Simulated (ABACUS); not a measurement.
# TiAl (Pm-3m) in ABACUS: notebook

Runs on TiAl. Level: PBE. Tasks: equation of state.

Program: ABACUS 3.10.1. These are calculated values, not measurements. Logs are shortened: lines on timing, memory, paths and dates and some standing lists are left out, and cuts for length are marked.

### 1 The structure

Symmetry: Pm-3m, No. 221, cubic system. The conventional cell has a = 3.179 Å, b = 3.179 Å, c = 3.179 Å, α = 90.00°, β = 90.00°, γ = 90.00°. Ti (site symmetry m-3m) is surrounded by 8 Al at 2.75 Å. Around Al (site symmetry m-3m) lie 8 Ti at 2.75 Å.

The cell comes from a database or a generator and needn't be the stable form of this composition.

### 2 Equation of state, PBE, 15.10 Å³/atom (volume scaled by 0.94)

The input, INPUT:

```
INPUT_PARAMETERS
suffix              TiAl
calculation         scf
basis_type          lcao
pseudo_dir          ./
orbital_dir         ./
symmetry            1
dft_functional      pbe
ecutwfc             100
pseudo_rcut         10
nspin               1
nbands              12
ks_solver           genelpa
smearing_method     fd
smearing_sigma      0.00367493
scf_thr             1e-07
scf_nmax            100
mixing_type         broyden
mixing_beta         0.7
cal_force           1
cal_stress          1
out_mul             1
```

The input, STRU:

```
ATOMIC_SPECIES
Ti 47.8670 Ti.upf
Al 26.9815 Al.upf

NUMERICAL_ORBITAL
Ti_confined-atom_7au_3s2p2d1f.orb
Al_confined-atom_8au_2s2p1d.orb

LATTICE_CONSTANT
1.8897261246

LATTICE_VECTORS
3.1141669331 0.0000000000 0.0000000000
0.0000000000 3.1141669331 0.0000000000
0.0000000000 0.0000000000 3.1141669331

ATOMIC_POSITIONS
Direct

Ti
0.0
1
0.0000000000 0.0000000000 0.0000000000 1 1 1

Al
0.0
1
0.5000000000 0.5000000000 0.5000000000 1 1 1
```

The input, KPT:

```
K_POINTS
0
Gamma
8 8 8 0 0 0
```

Potentials or basis: PseudoDojo NC SR 0.4.1 PBE standard, DZP LCAO (the cutoffs set its grid).

Started as:

```
$ OMP_NUM_THREADS=1 mpirun -np 4 abacus > log
```

running log:

```text
ABACUS v3.10.1

               Atomic-orbital Based Ab-initio Computation at UStc

 ------------------------------------------------------------------------------------

 READING GENERAL INFORMATION
                           global_out_dir = OUT.TiAl/
                           global_in_card = INPUT
                               pseudo_dir = ./
[... 8 lines left out ...]

 READING ATOM TYPE 1
                               atom label = Ti
                      L=0, number of zeta = 3
                      L=1, number of zeta = 2
                      L=2, number of zeta = 2
                      L=3, number of zeta = 1
             number of atom for this type = 1

 READING ATOM TYPE 2
                               atom label = Al
                      L=0, number of zeta = 2
                      L=1, number of zeta = 2
                      L=2, number of zeta = 1
             number of atom for this type = 1

                        TOTAL ATOM NUMBER = 2
DIRECT COORDINATES
    atom                   x                   y                   z     mag                  vx                  vy                  vz
taud_Ti1            0.0000000000        0.0000000000        0.0000000000  0.0000        0.0000000000        0.0000000000        0.0000000000
taud_Al1            0.5000000000        0.5000000000        0.5000000000  0.0000        0.0000000000        0.0000000000        0.0000000000

                          Volume (Bohr^3) = 203.808
                             Volume (A^3) = 30.2013

 Lattice vectors: (Cartesian coordinate: in unit of a_0)
             +3.11417                  +0                  +0
                   +0            +3.11417                  +0
                   +0                  +0            +3.11417
 Reciprocal vectors: (Cartesian coordinate: in unit of 2 pi/a_0)
            +0.321113                  -0                  +0
                   -0           +0.321113                  -0
                   +0                  -0           +0.321113
 The esolver type has been set to : ksdft_lcao

                PAO radial cut off (Bohr) = 10

 Read in pseudopotential file is Ti.upf
                     pseudopotential type = NC
          exchange-correlation functional = PBE
                 nonlocal core correction = 1
                        valence electrons = 12
                                     lmax = 2
                           number of zeta = 4
                     number of projectors = 6
                           L of projector = 0
[... 5 lines left out ...]
                PAO radial cut off (Bohr) = 10

 Read in pseudopotential file is Al.upf
                     pseudopotential type = NC
          exchange-correlation functional = PBE
                 nonlocal core correction = 1
                        valence electrons = 3
                                     lmax = 2
[... 188 lines left out ...]

 SETUP EXTENDED REAL SPACE GRID FOR GRID INTEGRATION
                          real space grid = [ 40, 40, 40 ]
                 big cell numbers in grid = [ 8, 8, 8 ]
             meshcell numbers in big cell = [ 5, 5, 5 ]
                        extended fft grid = [ 11, 11, 11 ]
                dimension of extened grid = [ 31, 31, 31 ]
                            UnitCellTotal = 125
              Atom number in sub-FFT-grid = 2
    Local orbitals number in sub-FFT-grid = 39
                                ParaV.nnr = 30466
                                 init_chg = atomic

 LCAO ALGORITHM --------------- ION=   1  ELEC=   1--------------------------------

 Density error is 0.0588991575059
----------------------------------------------------------
     Energy           Rydberg                 eV
----------------------------------------------------------
 E_KohnSham     -123.3647494595      -1678.4635249910
 E_Harris       -124.4877226378      -1693.7423589178
 E_Fermi        0.9256942163         12.5947159478
----------------------------------------------------------
[... 69 lines left out ...]
 Density error is 6.90228621372e-08
----------------------------------------------------------
     Energy           Rydberg                 eV
----------------------------------------------------------
 E_KohnSham     -123.3708862816      -1678.5470207399
 E_KS(sigma->0) -123.3701264009      -1678.5366820322
 E_Harris       -123.3708895300      -1678.5470649361
 E_band         -10.9561319219       -149.0658221773
 E_one_elec     -50.9224374564       -692.8353054559
 E_Hartree      30.9235512317        420.7364991463
 E_xc           -19.7931867929       -269.3001219622
 E_Ewald        -83.5772935025       -1137.1274150526
 E_entropy(-TS) -0.0015197615        -0.0206774155
 E_descf        0.0000000000         0.0000000000
 E_exx          0.0000000000         0.0000000000
 E_Fermi        0.9069656983         12.3399013880
----------------------------------------------------------

 charge density convergence is achieved
 final etot is -1678.5470207 eV
 EFERMI = 12.339901388 eV

 STATE ENERGY(eV) AND OCCUPATIONS    NSPIN == 1
 1/35 kpoint (Cartesian) = 0.0000 0.0000 0.0000 (847 pws)
       1       -44.4107     0.00390625
       2       -20.6220     0.00390625
       3       -20.6220     0.00390625
       4       -20.6220     0.00390625
       5        2.77803     0.00390625
       6        10.7558     0.00390625
       7        10.7558     0.00390625
       8        14.2876    4.72256e-20
       9        14.2876    4.72256e-20
      10        14.2876    4.72256e-20
      11        17.0484    4.94692e-44
      12        17.0484    4.94692e-44
[... 57 lines left out ...]
 6/35 kpoint (Cartesian) = 0.040139 0.040139 0.0000 (856 pws)
       1       -44.4049      0.0468750
       2       -20.6529      0.0468750
       3       -20.6492      0.0468750
       4       -20.6164      0.0468750
       5        3.28668      0.0468750
       6        10.6623      0.0468750
       7        10.8264      0.0468750
       8        13.4290    1.62590e-11
       9        13.7946    1.08618e-14
      10        14.1019    2.32376e-17
      11        16.4708    6.16774e-38
      12        16.9431    4.87811e-42

[... levels at 29 further k points ...]

 correction force for each atom along direction 1 is 7.25424e-16
 correction force for each atom along direction 2 is 5.67239e-15
 correction force for each atom along direction 3 is -3.97450e-15
------------------------------------------------------------------------------------------
 TOTAL-FORCE (eV/Angstrom)
------------------------------------------------------------------------------------------
                       Ti1         0.0000000000         0.0000000000         0.0000000000
                       Al1         0.0000000000         0.0000000000         0.0000000000
------------------------------------------------------------------------------------------

----------------------------------------------------------------
 TOTAL-STRESS (KBAR)
----------------------------------------------------------------
        96.1301128431         0.0000000000         0.0000000000
         0.0000000000        96.1301128431         0.0000000000
         0.0000000000         0.0000000000        96.1301128431
----------------------------------------------------------------
 TOTAL-PRESSURE: 96.130113 KBAR

 --------------------------------------------
 !FINAL_ETOT_IS -1678.5470207399080209 eV
 --------------------------------------------
```

stdout:

```text
ABACUS v3.10.1

               Atomic-orbital Based Ab-initio Computation at UStc

%%%%%%%%%%%%%%%%%%%%%%%%%%%%%%%%%%%%%%%%%%%%%%%%%%%%%%%%%%%%%%%%%%%%%%%%%%%%%%%%%%%%%%%%%%%%%%%%%%%%%%%%%
 Warning: the number of valence electrons in pseudopotential > 4 for Ti: [Ar] 3d2 4s2
[... 34 lines left out ...]
 TOTAL-STRESS (KBAR)
----------------------------------------------------------------
        96.1301128431         0.0000000000         0.0000000000
         0.0000000000        96.1301128431         0.0000000000
         0.0000000000         0.0000000000        96.1301128431
----------------------------------------------------------------
 TOTAL-PRESSURE: 96.130113 KBAR
```

Wall time 4.7 s (4 MPI ranks of Intel Xeon at 2.60GHz (Ice Lake), shared host); peak memory 0.48 GiB.

Results:

| Quantity | Value |
| --- | --- |
| Free energy | -1678.5470 eV |
| Pressure | 9.6 GPa |
| Band gap on the k mesh | none (metal or under the smearing width) |
| Mulliken charges | Ti +0.02; Al -0.02 e |

Caveat: the atomic orbitals were generated for these runs and aren't a published set; Mulliken charges move with the basis; the basis of atomic orbitals isn't converged, which shifts pressures, moduli and gaps.

### 3 Equation of state, PBE, 15.42 Å³/atom (volume scaled by 0.96)

INPUT is that of step 2.

Changes to STRU since step 2:

```diff
@@ -12,5 +12,5 @@
 LATTICE_VECTORS
-3.1141669331 0.0000000000 0.0000000000
-0.0000000000 3.1141669331 0.0000000000
-0.0000000000 0.0000000000 3.1141669331
+3.1360984087 0.0000000000 0.0000000000
+0.0000000000 3.1360984087 0.0000000000
+0.0000000000 0.0000000000 3.1360984087
```

KPT is that of step 2.

Potentials or basis: PseudoDojo NC SR 0.4.1 PBE standard, DZP LCAO (the cutoffs set its grid).

Started as:

```
$ OMP_NUM_THREADS=1 mpirun -np 4 abacus > log
```

Run time: 4.6 s. Hardware: 4 MPI ranks of Intel Xeon at 2.60GHz (Ice Lake), shared host; peak memory 0.48 GiB.

Results (log left out):

- Free energy: -1678.5796 eV
- Pressure: 6.7 GPa
- Band gap on the k mesh: none (metal or under the smearing width)
- Mulliken charges: Ti +0.02; Al -0.02 e

Caveat: the atomic orbitals were generated for these runs and aren't a published set; Mulliken charges move with the basis; the basis of atomic orbitals isn't converged, which shifts pressures, moduli and gaps.

### 4 Equation of state, PBE, 15.74 Å³/atom (volume scaled by 0.98)

INPUT is that of step 3.

Changes to STRU since step 3:

```diff
@@ -12,5 +12,5 @@
 LATTICE_VECTORS
-3.1360984087 0.0000000000 0.0000000000
-0.0000000000 3.1360984087 0.0000000000
-0.0000000000 0.0000000000 3.1360984087
+3.1577273571 0.0000000000 0.0000000000
+0.0000000000 3.1577273571 0.0000000000
+0.0000000000 0.0000000000 3.1577273571
```

KPT is that of step 3.

Started as:

```
$ OMP_NUM_THREADS=1 mpirun -np 4 abacus > log
```

It took 4.9 s on 4 MPI ranks of Intel Xeon at 2.60GHz (Ice Lake), shared host; peak memory 0.48 GiB.

The run converged. Its results:

```yaml
Free_energy: -1678.6009 eV
Pressure: 4.0 GPa
Band_gap_on_the_k_mesh: none (metal or under the smearing width)
Mulliken_charges: Ti +0.03; Al -0.03 e
```

Caveat: the atomic orbitals were generated for these runs and aren't a published set; Mulliken charges move with the basis; the basis of atomic orbitals isn't converged, which shifts pressures, moduli and gaps.

### 5 Equation of state, PBE, 16.06 Å³/atom

INPUT is that of step 4.

Changes to STRU since step 4:

```diff
@@ -12,5 +12,5 @@
 LATTICE_VECTORS
-3.1577273571 0.0000000000 0.0000000000
-0.0000000000 3.1577273571 0.0000000000
-0.0000000000 0.0000000000 3.1577273571
+3.1790640000 0.0000000000 0.0000000000
+0.0000000000 3.1790640000 0.0000000000
+0.0000000000 0.0000000000 3.1790640000
```

KPT is that of step 4.

Started as:

```
$ OMP_NUM_THREADS=1 mpirun -np 4 abacus > log
```

Run time: 5.1 s. Hardware: 4 MPI ranks of Intel Xeon at 2.60GHz (Ice Lake), shared host; peak memory 0.48 GiB.

The run converged. Its results:

```yaml
Free_energy: -1678.6121 eV
Pressure: 1.6 GPa
Band_gap_on_the_k_mesh: none (metal or under the smearing width)
Mulliken_charges: Ti +0.04; Al -0.04 e
```

Caveat: the atomic orbitals were generated for these runs and aren't a published set; Mulliken charges move with the basis; the basis of atomic orbitals isn't converged, which shifts pressures, moduli and gaps.

### 6 Equation of state, PBE, 16.39 Å³/atom (volume scaled by 1.02)

INPUT is that of step 5.

Changes to STRU since step 5:

```diff
@@ -12,5 +12,5 @@
 LATTICE_VECTORS
-3.1790640000 0.0000000000 0.0000000000
-0.0000000000 3.1790640000 0.0000000000
-0.0000000000 0.0000000000 3.1790640000
+3.2001180175 0.0000000000 0.0000000000
+0.0000000000 3.2001180175 0.0000000000
+0.0000000000 0.0000000000 3.2001180175
```

KPT is that of step 5.

Potentials or basis: PseudoDojo NC SR 0.4.1 PBE standard, DZP LCAO (the cutoffs set its grid).

Started as:

```
$ OMP_NUM_THREADS=1 mpirun -np 4 abacus > log
```

Wall time 4.5 s (4 MPI ranks of Intel Xeon at 2.60GHz (Ice Lake), shared host); peak memory 0.48 GiB.

The run converged. Its results:

```yaml
Free_energy: -1678.6141 eV
Pressure: -0.6 GPa
Band_gap_on_the_k_mesh: none (metal or under the smearing width)
Mulliken_charges: Ti +0.05; Al -0.05 e
```

Caveat: the atomic orbitals were generated for these runs and aren't a published set; Mulliken charges move with the basis; the basis of atomic orbitals isn't converged, which shifts pressures, moduli and gaps.

### 7 Equation of state, PBE, 16.71 Å³/atom (volume scaled by 1.04)

INPUT is that of step 6.

Changes to STRU since step 6:

```diff
@@ -12,5 +12,5 @@
 LATTICE_VECTORS
-3.2001180175 0.0000000000 0.0000000000
-0.0000000000 3.2001180175 0.0000000000
-0.0000000000 0.0000000000 3.2001180175
+3.2208985869 0.0000000000 0.0000000000
+0.0000000000 3.2208985869 0.0000000000
+0.0000000000 0.0000000000 3.2208985869
```

KPT is that of step 6.

Started as:

```
$ OMP_NUM_THREADS=1 mpirun -np 4 abacus > log
```

It took 4.7 s on 4 MPI ranks of Intel Xeon at 2.60GHz (Ice Lake), shared host; peak memory 0.48 GiB.

The run converged. Its results:

```yaml
Free_energy: -1678.6076 eV
Pressure: -2.6 GPa
Band_gap_on_the_k_mesh: none (metal or under the smearing width)
Mulliken_charges: Ti +0.07; Al -0.07 e
```

Caveat: the atomic orbitals were generated for these runs and aren't a published set; Mulliken charges move with the basis; the basis of atomic orbitals isn't converged, which shifts pressures, moduli and gaps.

### 8 Equation of state, PBE, 17.03 Å³/atom (volume scaled by 1.06)

INPUT is that of step 7.

Changes to STRU since step 7:

```diff
@@ -12,5 +12,5 @@
 LATTICE_VECTORS
-3.2208985869 0.0000000000 0.0000000000
-0.0000000000 3.2208985869 0.0000000000
-0.0000000000 0.0000000000 3.2208985869
+3.2414144177 0.0000000000 0.0000000000
+0.0000000000 3.2414144177 0.0000000000
+0.0000000000 0.0000000000 3.2414144177
```

KPT is that of step 7.

Started as:

```
$ OMP_NUM_THREADS=1 mpirun -np 4 abacus > log
```

Wall time 4.6 s (4 MPI ranks of Intel Xeon at 2.60GHz (Ice Lake), shared host); peak memory 0.48 GiB.

It converged, with:

| Item | Value |
| --- | --- |
| Free energy | -1678.5935 eV |
| Pressure | -4.4 GPa |
| Band gap on the k mesh | none (metal or under the smearing width) |
| Mulliken charges | Ti +0.09; Al -0.09 e |

Caveat: the atomic orbitals were generated for these runs and aren't a published set; Mulliken charges move with the basis; the basis of atomic orbitals isn't converged, which shifts pressures, moduli and gaps.

### 9 Equation of state, PBE

Potentials or basis: PseudoDojo NC SR 0.4.1 PBE standard, DZP LCAO (the cutoffs set its grid).

No new run: the results of the series are fitted here.

What came out:

| Quantity | Value |
| --- | --- |
| Equilibrium volume | 16.30 Å³/atom |
| Bulk modulus | 109 GPa |
| Pressure derivative of the bulk modulus | 3.8 |

Energy against volume, from the lowest point:
```
volume (Å³/atom)  energy (meV/atom)
          15.101              33.55
          15.422              17.28
          15.743               6.61
          16.065               1.03
          16.386               0.00
          16.707               3.24
          17.028              10.29
```

Caveat: the atomic orbitals were generated for these runs and aren't a published set; the basis of atomic orbitals isn't converged, which shifts pressures, moduli and gaps.
